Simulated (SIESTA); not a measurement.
# Sc under changes of volume

One of the cells (25.502 Å³/atom); the others are scaled copies at fixed shape and fractional positions:

```
Sc
1.0
     3.33091    0.00000    0.00000
    -1.66546    2.88466    0.00000
     0.00000    0.00000    5.30822
Sc
2
Cartesian
  1.6655 0.9616 3.9812
  0.0000 1.9231 1.3271
```

| Property | Result |
| --- | --- |
| Program | SIESTA 5.4.2 |
| Functional | PBE |
| Potentials or basis | PseudoDojo 0.4 standard (PBE files) |
| Basis | DZP (energy shift 0.003 Ry; two zetas on semicore shells) |
| Grid cutoff | 800 Ry |
| Energy shift | 0.003 Ry |
| k mesh | 9 × 9 × 5 |
| Occupations | fermi-dirac, width 0.05 eV |
| Spin | no spin polarisation |

```csv
volume (Å³/atom),energy over the lowest point (meV/atom),pressure (GPa)
23.502,?,?
24.002,2.59,1.5
24.502,0.00,0.3
25.502,5.06,-1.8
26.002,12.13,-2.7
26.502,21.87,-3.5
```

What does the run at 23.502 Å³/atom give?

Energy over the lowest point 9.06 meV/atom; pressure 2.8 GPa.

Worked out: A Birch-Murnaghan fit of order 3 (a polynomial in V^(-2/3)) to the other rows has its minimum at 24.61 Å³/atom with B0 = V·E''(V) = 54 GPa and B' = 3.5 at fixed shape and positions, which overstates the stiffness. It gives 9.04 meV/atom at 23.502 Å³/atom, against the run's 9.06, and -dE/dV = 2.7 GPa, against 2.8.

Energies are extrapolated to zero smearing.

Caveats: the basis of atomic orbitals isn't converged, which shifts pressures, moduli and gaps.
